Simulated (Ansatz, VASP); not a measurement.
# Two plane-wave programs on SnTe3

```
CELL_PARAMETERS angstrom
0.00000 3.86122 3.86122
3.86122 0.00000 3.86122
3.86122 3.86122 0.00000
ATOMIC_POSITIONS crystal
Te 0.50000 0.50000 0.50000
Te 0.75000 0.75000 0.75000
Te 0.25000 0.25000 0.25000
Sn 0.00000 0.00000 0.00000
```

The cell comes from a database or a generator and needn't be the stable form of this composition.

Alike in both runs: task single point; functional PBE; k mesh 6 × 6 × 6; occupations fermi-dirac, width 0.05 eV; no spin polarisation.

|  | VASP | Ansatz |
| --- | --- | --- |
| version | VASP 6.6.1 | Ansatz 0.2.0 |
| potentials or method | VASP PAW PBE potentials, release 64 (Te, Sn_d) | Ansatz PAW |
| plane-wave cutoff (eV) | 520 | 420 |
| valence electrons in the cell | 32 | 62 |

|  | VASP | Ansatz | Ansatz less VASP |
| --- | --- | --- | --- |
| gap on the k mesh at the Fermi level (eV) | none | none | - |
| pressure (GPa) | 0.1 | 0.1 | +0.06 |

A gap of «none» marks a metal or a gap that the smearing closes. The two sets of potentials don't hold the same shells in valence.

Spin-orbit coupling is left out, which matters for the levels of Te.
